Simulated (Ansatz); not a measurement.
## Σ5 (210) boundary in fcc Ir with O (interstitial): structure and resistance

Wanted: what the Σ5 (210) boundary in fcc Ir with O (interstitial) costs an interconnect.

Calculated with Ansatz 0.2.0; Ansatz plane-wave DFT, PBE, PAW files; relaxation of a bicrystal slab with its lowest layers held; PAW set soft_1, in the first sound run; inputs show where later runs differ.

## Step 1: The structure

The cell holds 22 atoms: 21 Ir and 1 O. Cell: a = 4.702 Å, b = 3.839 Å, c = 29.029 Å, α = 90.0°, β = 90.0°, γ = 65.9°. It derives from Ir. built on the (2 1 0) plane; 2 overlapping atoms removed and the grains opened by 0 Å. Vacuum lies along c.

## Step 2: Relaxing the bicrystal

The boundary is built by mirroring the lower grain in the boundary plane and removing any atoms that overlap; then the O is put in at the boundary. A thin bicrystal slab is relaxed first, with the lowest layers held and the upper grain free to shift and open.

Contents of input.yaml:

```yaml
crystal:
  lattice:
    - [4.7022854592, 0.0, 0.0]
    - [1.5674284864, 3.5048766455, 0.0]
    - [0.0, 0.0, 29.0288347253]
  atoms:
    - { symbol: Ir, position: [0.6, 0.6999999999, 0.1722425322] }
    - { symbol: Ir, position: [0.2, 0.3999999999, 0.2018171241] }
    - { symbol: Ir, position: [0.8, 0.0999999999, 0.2313917159] }
    - { symbol: Ir, position: [0.4, 0.7999999999, 0.2609663078] }
    - { symbol: Ir, position: [0.0, 0.4999999999, 0.2905408997] }
    - { symbol: Ir, position: [0.6, 0.1999999999, 0.3201154915] }
    - { symbol: Ir, position: [0.2, 0.9, 0.3496900834] }
    - { symbol: Ir, position: [0.8, 0.6, 0.3792646753] }
    - { symbol: Ir, position: [0.4, 0.3, 0.4088392671] }
    - { symbol: Ir, position: [0.0, 0.0, 0.438413859] }
    - { symbol: O, position: [0.5, 0.75, 0.438413859] }
    - { symbol: Ir, position: [0.8, 0.6, 0.4975630427] }
    - { symbol: Ir, position: [0.2, 0.9, 0.5271376346] }
    - { symbol: Ir, position: [0.6, 0.1999999999, 0.5567122264] }
    - { symbol: Ir, position: [0.0, 0.4999999999, 0.5862868183] }
    - { symbol: Ir, position: [0.4, 0.7999999999, 0.6158614102] }
    - { symbol: Ir, position: [0.8, 0.0999999999, 0.645436002] }
    - { symbol: Ir, position: [0.2, 0.3999999999, 0.6750105939] }
    - { symbol: Ir, position: [0.6, 0.6999999999, 0.7045851858] }
    - { symbol: Ir, position: [0.0, 0.9999999999, 0.7341597776] }
    - { symbol: Ir, position: [0.4000000001, 0.2999999998, 0.7637343695] }
    - { symbol: Ir, position: [0.8000000001, 0.5999999998, 0.7933089614] }
kpoints:
  mp_grid: { grid: [7, 7, 1] }
hamiltonian:
  xc: pbe
  pseudopotentials: { kind: paw, azcp: { folder: soft_1 } }
scf:
  occupations: { method: fermi_dirac, width: 0.1 }
relax:
  f_tol: 0.03
  max_steps: 80
  constraints: [{ sites: [0, 1, 2, 3] }]
```

Run with:

```sh
$ ansatz run input.yaml --threads 4 --pin off --max-ram 15360MiB --backend cpu --events-out ev --progress --plain --runs-dir out
```

Numbers of over 12 decimals in the logs are rounded to 6 here.

The log of the run:

```text
Engine: ansatz 0.2.0, aarch64-unknown-linux-gnu
Pseudopotentials: kind: paw
Pseudopotential: Ir, paw, valence charge 17, recommended cutoff 420 eV (normal), soft_1/Ir.paw.azcp
Pseudopotential: O, paw, valence charge 6, recommended cutoff 420 eV (normal), soft_1/O.paw.azcp
Functional definition: PBE
  parameter kappa = 0.804
  parameter beta = 0.066725
  exchange = pbe_x(kappa = kappa, mu = beta*pi^2/3)
  correlation = pbe_c(beta = beta)
Crystal: 22 atoms, lattice volume = 478.422 Å³
Basis set: ecut = 420 eV, 9349 PW (Γ), exchange–correlation on 64×54×400 points (8 copies of the dense FFT grid, shifted against one another)
Bands: 218, of which v1, the nominal top of the filled ones, is band 182 counted from 1 (181 counted from 0)
Symmetry: 2 space group operations
Space group: Cm (ITA 8), of the structure as read, at distance tolerance 7.8e-5 Å
k-points: 16 of 49 (time reversal used)
Non-local potential: Ir, projectors of the file, l = 0: 3, l = 1: 2, l = 2: 2, l = 3: 1
Non-local potential: O, projectors of the file, l = 0: 2, l = 1: 2, l = 2: 1
PAW form: soft (Blöchl's): semilocal exchange-correlation on the pseudo side does not see the compensation charge
PAW one-centre angular grid: Ir, 590 points (default); XC on 64 Gauss nodes
PAW one-centre angular grid: O, 110 points (default); XC on 64 Gauss nodes
Initial density: superposition of atomic densities (neutral atoms: chi_scale 0, normalization atom)
Initial wavefunctions: pseudopotential atomic-orbital guess
Functional: x = pbe(κ = 0.804, μ = 0.219515), c = pbe(β = 0.066725)
SCF iter   1: F=—  HF=-251231.838361 eV  |F-HF|=—  |Δ(HF+E_count)|=         —  Δρ=4.41e-2  dr2=1.40e1  ethr=3.10e-3  ⟨swp⟩=7.0  Hψ=13890  notcnv=0  defer=63
preconditioner: auto → LDOS  [metal: Δε(μ)=0.004 eV  Ē_g=6.629 eV  σ=0.100 eV  W_gap=0.01  n_scr=130 (ndim 8)  ℏωp=23.7 eV  f_vac=0.300  D(μ)=24.53/eV (n_scr^D=236)  β→1.0]
SCF iter   2: F=—  HF=-251231.268078 eV  |F-HF|=—  |Δ(HF+E_count)|=   5.70e-1  Δρ=3.17e-2  dr2=7.41e0  ethr=3.10e-3  ⟨swp⟩=3.2  Hψ=7495  notcnv=0  defer=109
SCF iter   3: F=—  HF=-251229.316109 eV  |F-HF|=—  |Δ(HF+E_count)|=    1.95e0  Δρ=6.33e-3  dr2=4.61e-1  ethr=2.04e-3  ⟨swp⟩=3.8  Hψ=8708  notcnv=0  defer=98
SCF iter   4: F=—  HF=-251229.232487 eV  |F-HF|=—  |Δ(HF+E_count)|=   8.36e-2  Δρ=2.47e-3  dr2=4.86e-2  ethr=1.27e-4  ⟨swp⟩=2.2  Hψ=5763  notcnv=0  defer=94
SCF iter   5: F=—  HF=-251229.226551 eV  |F-HF|=—  |Δ(HF+E_count)|=   5.94e-3  Δρ=8.41e-4  dr2=1.48e-2  ethr=1.34e-5  ⟨swp⟩=2.4  Hψ=5810  notcnv=0  defer=94
SCF iter   6: F=—  HF=-251229.225878 eV  |F-HF|=—  |Δ(HF+E_count)|=   6.73e-4  Δρ=3.02e-4  dr2=1.09e-3  ethr=4.08e-6  ⟨swp⟩=1.8  Hψ=4333  notcnv=0  defer=94
SCF iter   7: F=—  HF=-251229.225812 eV  |F-HF|=—  |Δ(HF+E_count)|=   6.61e-5  Δρ=9.53e-5  dr2=9.05e-5  ethr=2.99e-7  ⟨swp⟩=2.3  Hψ=5485  notcnv=0  defer=94
SCF iter   8: F=-251229.225810 eV  HF=-251229.225817 eV  |F-HF|=7.29e-6  |Δ(HF+E_count)|=   5.36e-6  Δρ=4.50e-5  dr2=1.63e-5  ethr=6.20e-9  ⟨swp⟩=5.0  Hψ=12384  notcnv=0
SCF 1 converged in 8 iterations: F = -251229.225810 eV  dr2 = 1.63e-5
  greatest PAW one-centre occupation: 1.000 electrons in one spin orbital (limit 2), on the Ir atom at site 14 (counted from 0), in its partial waves of l = 0
relax step   1: F+E_penalty+E_count = -251229.22580980 eV  Δ(F+E_penalty+E_count) = +0.000e0 eV  max|allowed force component| = 2.010e0 eV/Å  Δτ_max = 0.0000 Å  (8 SCF iters, dr2 threshold 2.25e-5 eV, accepted)
Initial density: handed on by an earlier stage of this run
Initial wavefunctions: those handed on with the density
iter 1 solved again at ethr=7.53e-4 eV; its pass at ethr=3.10e-3 eV (dr2=2.73e0 eV) is discarded
SCF iter   1: F=—  HF=-251229.418451 eV  |F-HF|=—  |Δ(HF+E_count)|=         —  Δρ=1.51e-2  dr2=2.67e0  ethr=7.53e-4  ⟨swp⟩=1.5  Hψ=12699  notcnv=0  defer=83
preconditioner: auto → LDOS  [metal: Δε(μ)=0.018 eV  Ē_g=6.483 eV  σ=0.100 eV  W_gap=0.04  n_scr=130 (ndim 8)  ℏωp=23.7 eV  f_vac=0.305  D(μ)=24.22/eV (n_scr^D=226)  β→1.0]
SCF iter   2: F=—  HF=-251229.334566 eV  |F-HF|=—  |Δ(HF+E_count)|=   8.39e-2  Δρ=4.49e-3  dr2=1.52e-1  ethr=7.37e-4  ⟨swp⟩=2.0  Hψ=5262  notcnv=0  defer=83
SCF iter   3: F=—  HF=-251229.319750 eV  |F-HF|=—  |Δ(HF+E_count)|=   1.48e-2  Δρ=2.76e-3  dr2=7.90e-2  ethr=4.19e-5  ⟨swp⟩=3.0  Hψ=7297  notcnv=0  defer=83
SCF iter   4: F=—  HF=-251229.297740 eV  |F-HF|=—  |Δ(HF+E_count)|=   2.20e-2  Δρ=6.67e-4  dr2=2.80e-3  ethr=2.18e-5  ⟨swp⟩=2.4  Hψ=5581  notcnv=0  defer=90
SCF iter   5: F=—  HF=-251229.297277 eV  |F-HF|=—  |Δ(HF+E_count)|=   4.63e-4  Δρ=1.90e-4  dr2=3.49e-4  ethr=7.71e-7  ⟨swp⟩=2.5  Hψ=6014  notcnv=0  defer=90
SCF iter   6: F=-251229.297278 eV  HF=-251229.297291 eV  |F-HF|=1.26e-5  |Δ(HF+E_count)|=   1.37e-5  Δρ=6.66e-5  dr2=3.37e-5  ethr=2.75e-8  ⟨swp⟩=3.6  Hψ=14240  notcnv=0
SCF 2 converged in 6 iterations: F = -251229.297278 eV  dr2 = 3.37e-5
relax step   2: F+E_penalty+E_count = -251229.29727837 eV  Δ(F+E_penalty+E_count) = -7.147e-2 eV  max|allowed force component| = 3.382e0 eV/Å  Δτ_max = 0.2000 Å  (6 SCF iters, dr2 threshold 1.00e-4 eV, accepted)
SCF iter   1: F=—  HF=-251229.773775 eV  |F-HF|=—  |Δ(HF+E_count)|=         —  Δρ=1.11e-2  dr2=2.70e0  ethr=2.91e-3  ⟨swp⟩=4.1  Hψ=7152  notcnv=0  defer=105
preconditioner: auto → LDOS  [metal: Δε(μ)=0.006 eV  Ē_g=6.416 eV  σ=0.100 eV  W_gap=0.02  n_scr=130 (ndim 8)  ℏωp=23.7 eV  f_vac=0.300  D(μ)=24.64/eV (n_scr^D=236)  β→1.0]
SCF iter   2: F=—  HF=-251229.709257 eV  |F-HF|=—  |Δ(HF+E_count)|=   6.45e-2  Δρ=3.20e-3  dr2=2.75e-1  ethr=7.44e-4  ⟨swp⟩=2.0  Hψ=5215  notcnv=0  defer=105
SCF iter   3: F=—  HF=-251229.710788 eV  |F-HF|=—  |Δ(HF+E_count)|=   1.53e-3  Δρ=3.09e-3  dr2=1.31e-1  ethr=7.58e-5  ⟨swp⟩=2.9  Hψ=7278  notcnv=0  defer=105
SCF iter   4: F=—  HF=-251229.682200 eV  |F-HF|=—  |Δ(HF+E_count)|=   2.86e-2  Δρ=4.67e-4  dr2=2.19e-3  ethr=3.61e-5  ⟨swp⟩=2.4  Hψ=5582  notcnv=0  defer=105
SCF iter   5: F=—  HF=-251229.681295 eV  |F-HF|=—  |Δ(HF+E_count)|=   9.05e-4  Δρ=1.52e-4  dr2=2.55e-4  ethr=6.05e-7  ⟨swp⟩=2.8  Hψ=6146  notcnv=0  defer=105
SCF iter   6: F=-251229.681320 eV  HF=-251229.681334 eV  |F-HF|=1.42e-5  |Δ(HF+E_count)|=   3.94e-5  Δρ=5.28e-5  dr2=2.71e-5  ethr=2.75e-8  ⟨swp⟩=3.0  Hψ=13900  notcnv=0
SCF 3 converged in 6 iterations: F = -251229.681320 eV  dr2 = 2.71e-5
relax step   3: F+E_penalty+E_count = -251229.68132018 eV  Δ(F+E_penalty+E_count) = -3.840e-1 eV  max|allowed force component| = 7.038e-1 eV/Å  Δτ_max = 0.1904 Å  (6 SCF iters, dr2 threshold 1.00e-4 eV, accepted)
[... from here on, the SCF cycles and remarks between the steps are left out ...]
relax step   4: F+E_penalty+E_count = -251229.78876641 eV  Δ(F+E_penalty+E_count) = -1.074e-1 eV  max|allowed force component| = 4.088e-1 eV/Å  Δτ_max = 0.1302 Å  (6 SCF iters, dr2 threshold 3.10e-5 eV, accepted)
relax step   5: F+E_penalty+E_count = -251229.84724667 eV  Δ(F+E_penalty+E_count) = -5.848e-2 eV  max|allowed force component| = 7.223e-1 eV/Å  Δτ_max = 0.1946 Å  (6 SCF iters, dr2 threshold 1.04e-5 eV, accepted)
relax step   6: F+E_penalty+E_count = -251229.90537481 eV  Δ(F+E_penalty+E_count) = -5.813e-2 eV  max|allowed force component| = 2.986e-1 eV/Å  Δτ_max = 0.2000 Å  (6 SCF iters, dr2 threshold 1.00e-4 eV, accepted)
relax step   7: F+E_penalty+E_count = -251229.92436344 eV  Δ(F+E_penalty+E_count) = -1.899e-2 eV  max|allowed force component| = 3.841e-1 eV/Å  Δτ_max = 0.0931 Å  (6 SCF iters, dr2 threshold 1.52e-5 eV, accepted)
relax step   8: F+E_penalty+E_count = -251229.94143495 eV  Δ(F+E_penalty+E_count) = -1.707e-2 eV  max|allowed force component| = 2.136e-1 eV/Å  Δτ_max = 0.1889 Å  (6 SCF iters, dr2 threshold 2.52e-5 eV, accepted)
relax step   9: F+E_penalty+E_count = -251229.95055697 eV  Δ(F+E_penalty+E_count) = -9.122e-3 eV  max|allowed force component| = 1.450e-1 eV/Å  Δτ_max = 0.0653 Å  (5 SCF iters, dr2 threshold 1.41e-5 eV, accepted)
relax step  10: F+E_penalty+E_count = -251229.95322461 eV  Δ(F+E_penalty+E_count) = -2.668e-3 eV  max|allowed force component| = 5.118e-2 eV/Å  Δτ_max = 0.0340 Å  (5 SCF iters, dr2 threshold 6.50e-6 eV, accepted)
SCF iter   1: F=—  HF=-251229.955260 eV  |F-HF|=—  |Δ(HF+E_count)|=         —  Δρ=1.22e-3  dr2=3.23e-2  ethr=9.94e-6  ⟨swp⟩=3.8  Hψ=7610  notcnv=0  defer=100
preconditioner: auto → LDOS  [metal: Δε(μ)=0.002 eV  Ē_g=6.368 eV  σ=0.100 eV  W_gap=0.01  n_scr=130 (ndim 8)  ℏωp=23.7 eV  f_vac=0.294  D(μ)=24.53/eV (n_scr^D=236)  β→1.0]
SCF iter   2: F=—  HF=-251229.954812 eV  |F-HF|=—  |Δ(HF+E_count)|=   4.48e-4  Δρ=2.32e-4  dr2=8.04e-4  ethr=8.91e-6  ⟨swp⟩=1.0  Hψ=4016  notcnv=0  defer=100
SCF iter   3: F=—  HF=-251229.954786 eV  |F-HF|=—  |Δ(HF+E_count)|=   2.59e-5  Δρ=1.41e-4  dr2=2.77e-4  ethr=2.21e-7  ⟨swp⟩=2.9  Hψ=6519  notcnv=0  defer=100
SCF iter   4: F=—  HF=-251229.954731 eV  |F-HF|=—  |Δ(HF+E_count)|=   5.47e-5  Δρ=3.01e-5  dr2=9.35e-6  ethr=7.64e-8  ⟨swp⟩=2.4  Hψ=5492  notcnv=0  defer=100
SCF iter   5: F=—  HF=-251229.954015 eV  |F-HF|=—  |Δ(HF+E_count)|=   7.16e-4  Δρ=8.78e-6  dr2=8.64e-7  ethr=2.58e-9  ⟨swp⟩=2.6  Hψ=6105  notcnv=0  defer=100
SCF iter   6: F=—  HF=-251229.954015 eV  |F-HF|=—  |Δ(HF+E_count)|=   7.07e-8  Δρ=4.09e-6  dr2=1.60e-7  ethr=2.75e-11  ⟨swp⟩=5.6  Hψ=13055  notcnv=0
SCF iter   7: F=-251229.954015 eV  HF=-251229.954015 eV  |F-HF|=5.76e-9  |Δ(HF+E_count)|=   2.25e-8  Δρ=1.51e-6  dr2=1.48e-8  ethr=2.75e-11  ⟨swp⟩=5.0  Hψ=11107  notcnv=0
SCF 11 converged in 7 iterations: F = -251229.954015 eV  dr2 = 1.48e-8
relax step  11: F+E_penalty+E_count = -251229.95401487 eV  Δ(F+E_penalty+E_count) = -7.903e-4 eV  max|allowed force component| = 1.981e-2 eV/Å  Δτ_max = 0.0144 Å  (7 SCF iters, accepted)
SCF converged after 7 iterations
Free energy (F): -251229.954015 eV
Harris-Foulkes:  -251229.954015 eV  (|F-HF|=5.76e-9)
Internal energy: -251229.140889 eV  (E = F + TS)
E sigma→0 (E₀):  -251229.547452 eV
Entropy (-TS):   -0.813126 eV (-36.960 meV/atom)
Fermi energy:    14.263180 eV
--- Per-component energies (eV) ---
  E_band       = -5716.166436
  E_kinetic    = 11489.370452
  E_local      = -393403.615153  (includes V_loc(G=0)·N_el)
  E_nonlocal   = 4044.720139
  E_hartree    = 191775.488404
  E_xc         = -4892.692579
  E_vxc        = -5462.598455  (∫ρ·V_xc dr)
  E_paw        = -194730.976734  (= ΣΔE_a)
  E_vpaw       = -5935.021137  (= ΣTr[D̂ρ^β])
  E_aug_tail   = 0.008205  (compensation charges beyond the density's cutoff)
  E_ewald      = 134488.556377
  E_smearing   = -0.813126  (= −TS)
  E_closure    = 0.000000  (closes the sum)
  Σ components = -251229.954015   (vs F -251229.954015, Δ=0.00e0)
--- Forces (eV/Å), atoms counted from 1 ---
  atom   1  Ir    -0.11548308     0.05164560     1.81331040
  atom   2  Ir     0.08179380    -0.03657930    -0.24090241
  atom   3  Ir     0.16916002    -0.07565066    -1.20490721
  atom   4  Ir    -0.12336690     0.05517135    -0.38549295
  atom   5  Ir     0.00122395    -0.00054737    -0.00321488
  atom   6  Ir    -0.01600143     0.00715606     0.00605213
  atom   7  Ir     0.00782022    -0.00349731    -0.00696238
  atom   8  Ir     0.01217974    -0.00544695     0.00850292
  atom   9  Ir    -0.01980971     0.00885917     0.01206652
  atom  10  Ir    -0.00719587     0.00321809    -0.00063078
  atom  11  O     -0.00057428     0.00025683     0.00148641
  atom  12  Ir     0.00702526    -0.00314179     0.00615826
  atom  13  Ir     0.00192746    -0.00086199    -0.01214433
  atom  14  Ir     0.00097861    -0.00043765    -0.00199254
  atom  15  Ir    -0.00324121     0.00144951     0.00597659
  atom  16  Ir     0.00035369    -0.00015818     0.00729039
  atom  17  Ir    -0.00022479     0.00010053     0.00848842
  atom  18  Ir     0.00100237    -0.00044828     0.00038008
  atom  19  Ir     0.00129084    -0.00057728    -0.00347277
  atom  20  Ir     0.00188000    -0.00084076     0.00031280
  atom  21  Ir    -0.00080929     0.00036193    -0.00337676
  atom  22  Ir     0.00001688    -0.00000755    -0.00681497
  max |Σ_I F_I| component: 1.13e-4 eV/Å
--- Relaxed structure (11 steps of the walk, 11 accepted, 0 SCFs on fresh bases) ---
  F+E_penalty+E_count = -251229.95401487 eV   max|allowed force component| = 1.981e-2 eV/Å
  atoms:
    - { symbol: Ir, position: [0.600000, 0.700000, 0.1722425322] }
    - { symbol: Ir, position: [0.200000, 0.400000, 0.2018171241] }
    - { symbol: Ir, position: [0.800000, 0.100000, 0.231392] }
    - { symbol: Ir, position: [0.400000, 0.800000, 0.2609663078] }
    - { symbol: Ir, position: [5.836007095033624e-5, 0.499971, 0.290618] }
    - { symbol: Ir, position: [0.606341, 0.196829, 0.319629] }
    - { symbol: Ir, position: [0.201680, 0.899160, 0.350686] }
    - { symbol: Ir, position: [0.808021, 0.595989, 0.379178] }
    - { symbol: Ir, position: [0.408912, 0.295544, 0.407270] }
    - { symbol: Ir, position: [-0.088059, 0.044029, 0.451821] }
    - { symbol: O, position: [0.373321, 0.813340, 0.451216] }
    - { symbol: Ir, position: [0.667102, 0.666449, 0.506626] }
    - { symbol: Ir, position: [0.055465, 0.972267, 0.538219] }
    - { symbol: Ir, position: [0.457744, 0.271128, 0.565710] }
    - { symbol: Ir, position: [-0.140246, 0.570123, 0.595458] }
    - { symbol: Ir, position: [0.261900, 0.869050, 0.627006] }
    - { symbol: Ir, position: [0.659192, 0.170404, 0.655767] }
    - { symbol: Ir, position: [0.055399, 0.472300, 0.685673] }
    - { symbol: Ir, position: [0.454742, 0.772629, 0.716364] }
    - { symbol: Ir, position: [-0.136085, 1.068042, 0.747151] }
    - { symbol: Ir, position: [0.260539, 0.369730, 0.775009] }
    - { symbol: Ir, position: [0.658795, 0.670603, 0.800691] }
```

Run time: 9.1 min. Hardware: 4 threads of Arm Neoverse V1, shared host; peak memory 2.7 GiB.

This run has no spin polarisation although its electron count is odd.

Relaxation path:

```csv
step,energy less that of the first step (eV),largest force component (eV/Å)
1,0.0000,2.0100
2,-0.0715,3.3820
3,-0.4555,0.7038
4,-0.5630,0.4088
5,-0.6214,0.7223
6,-0.6796,0.2986
7,-0.6986,0.3841
8,-0.7156,0.2136
9,-0.7247,0.1450
10,-0.7274,0.0512
11,-0.7282,0.0198
```

Forces are held to the 2 operations that the run works with; a distortion that breaks them can't arise in this run.

The atoms that moved most (Å):

```csv
atom,dx,dy,dz,length
Ir19,-0.569,0.255,0.342,0.711
Ir13,-0.566,0.253,0.322,0.699
Ir20,-0.533,0.238,0.377,0.695
Ir18,-0.567,0.253,0.310,0.694
Ir21,-0.546,0.244,0.327,0.682
Ir16,-0.541,0.242,0.324,0.675
Ir17,-0.552,0.247,0.300,0.675
Ir14,-0.557,0.249,0.261,0.664
```

This step gave:

| Quantity | Value |
| --- | --- |
| free energy | -251229.9540 eV |
| energy at zero smearing | -251229.5475 eV |
| Fermi energy | 14.26 eV |

The largest force component on a free atom ends at 0.020 eV/Å, under the tolerance of 0.03, after 11 steps.

(Part 1 of 2 ends here.)

[Logs are printed without paths, hosts, clocks, repeated set-up lines and the standing remarks that a program may print on its own settings, such as how far it seeks lower states.]

[Hosts, paths, dates, database ids (printed as entryN), source tags and the programs' standing remarks are cut or masked in the printed files.]
